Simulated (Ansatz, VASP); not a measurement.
## ZnSnN2 in VASP and in Ansatz

Contents of INCAR:

```
SYSTEM = ZnSnN2
  ALGO = Normal
  EDIFF = 1E-6
  ENCUT = 520
  GGA = PE
  ISIF = 2
  ISMEAR = -1
  LASPH = .True.
  LCHARG = .False.
  LREAL = .False.
  LWAVE = .False.
  NBANDS = 46
  NELM = 80
  PREC = Accurate
  SIGMA = 0.02
```

KPOINTS

```
k-points
0
Gamma
  6 6 2
  0 0 0
```

Contents of POSCAR:

```
ZnSnN2
1.0
    3.4637099960      0.0000000000      0.0000000000
    0.0000000000      3.4637099960      0.0000000000
    0.0000000000      0.0000000000      9.1644491788
Zn N Sn
2 4 2
Direct
    0.5000000000      0.0000000000      0.9038118136
    0.0000000000      0.5000000000      0.0961881864
    0.5000000000      0.5000000000      0.0000000000
    0.0000000000      0.0000000000      0.2426800014
    0.5000000000      0.5000000000      0.5000000000
    0.0000000000      0.0000000000      0.7573199986
    0.5000000000      0.0000000000      0.3559829609
    0.0000000000      0.5000000000      0.6440170391
```

Input for Ansatz:

```yaml
crystal:
  lattice:
    - [3.463709996, 0.0, 0.0]
    - [0.0, 3.463709996, 0.0]
    - [0.0, 0.0, 9.1644491788]
  atoms:
    - { symbol: Zn, position: [0.5, 0.0, 0.9038118136] }
    - { symbol: "N", position: [0.5, 0.5, 0.0] }
    - { symbol: Zn, position: [0.0, 0.5, 0.0961881864] }
    - { symbol: "N", position: [0.0, 0.0, 0.2426800014] }
    - { symbol: Sn, position: [0.5, 0.0, 0.3559829609] }
    - { symbol: "N", position: [0.5, 0.5, 0.5] }
    - { symbol: Sn, position: [0.0, 0.5, 0.6440170391] }
    - { symbol: "N", position: [0.0, 0.0, 0.7573199986] }
kpoints:
  mp_grid: { grid: [6, 6, 2] }
hamiltonian:
  xc: pbe
scf:
  occupations: { method: fermi_dirac, width: 0.02 }
  n_extra_bands: 6
output:
  forces: true
  stress: true
  eigenvalues: true
```

Alike in both runs: task single point; functional PBE; k mesh 6 × 6 × 2; occupations fermi-dirac, width 0.02 eV; no spin polarisation.

```csv
,VASP,Ansatz
version,VASP 6.6.1,Ansatz 0.2.0
potentials or method,"VASP PAW PBE potentials, release 64 (Zn, N, Sn_d)","plane waves, PAW"
plane-wave cutoff (eV),520,420
valence electrons in the cell,72,72
```

```tsv
	VASP	Ansatz	Ansatz less VASP
pressure (GPa)	4.6	4.3	-0.36
largest component of the traceless stress (GPa)	0.70	0.59	-0.109
rms of the force components (eV/Å)	0.050	0.049	-0.0011
```

The functional is the same, so the differences come from potentials, cutoffs and numerics.
